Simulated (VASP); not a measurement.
Set up this calculation in VASP 6.6.1, as the native input.

```
Task                   : relaxation of cell and atoms
Functional             : PBE
Dispersion             : D3(BJ)
Potentials or basis    : VASP PAW PBE potentials, release 64 (Zr_sv, Se)
Cutoff                 : 600 eV
k mesh                 : 9 × 9 × 5
Occupations            : gaussian, width 0.03 eV
Spin                   : no spin polarisation
Further INCAR settings : ALGO = Normal; EDIFF = 1e-07; IBRION = 2; EDIFFG = -0.005; NSW = 90; ISIF = 3
```

The structure of ZrSe2 lies in POSCAR:

```
ZrSe2                                   
1.0
    3.7403501874      0.0000000000      0.0000000000
   -1.8701750937      3.2392382814     -0.0000000000
    0.0000000000      0.0000000000      6.0280666929
  Zr              Se            
     1     2
Direct
     0.0000000000000000    0.0000000000000000    0.0000000000000000
     0.3333333332999970    0.6666666667000030    0.2649979648619340
     0.6666666667000030    0.3333333332999970    0.7350020351380662
```

These files were run (other wordings do the same):

INCAR

```
SYSTEM = ZrSe2
  PREC = Accurate
  ENCUT = 600
  EDIFF = 1E-7
  ISMEAR = 0
  SIGMA = 0.03
  LREAL = .False.
  LASPH = .True.
  NELM = 80
  ALGO = Normal
  ISIF = 3
  LWAVE = .False.
  LCHARG = .False.
  GGA = PE
  IVDW = 12
  IBRION = 2
  NSW = 90
  EDIFFG = -0.005
  KPAR = 2
```

KPOINTS

```
Automatic mesh
0
Gamma
  9 9 5
  0 0 0
```

Potentials or basis: VASP PAW PBE potentials, release 64 (Zr_sv, Se).

Launch:

```console
$ cat potpaw_PBE.64/Zr_sv/POTCAR potpaw_PBE.64/Se/POTCAR > POTCAR
$ mpirun -np 2 vasp_std > vasp.out
```

It gave:

```json
{
 "Relaxed volume": "24.34 Å³/atom",
 "Relaxed cell": "a = 3.739 Å, b = 3.739 Å, c = 6.032 Å, α = 90.00°, β = 90.00°, γ = 120.00°",
 "Space group after relaxing (to 0.05 Å)": "P-3m1 (No. 164)",
 "Energy gained by relaxing": "0.0 meV/atom",
 "Ionic steps": "5",
 "Pressure after relaxing": "0.0 GPa",
 "Band gap on the k mesh": "0.05 eV, indirect (least direct gap 0.94 eV)",
 "Dispersion energy per atom": "-0.405 eV"
}
```

Caveat: an odd mesh through Γ misses points on the zone boundary, where band edges often lie.

It took 68 s on 2 MPI ranks on Intel(R) Xeon(R) Platinum 8488C (Sapphire Rapids) (shared host), peak memory 0.25 GiB a rank.
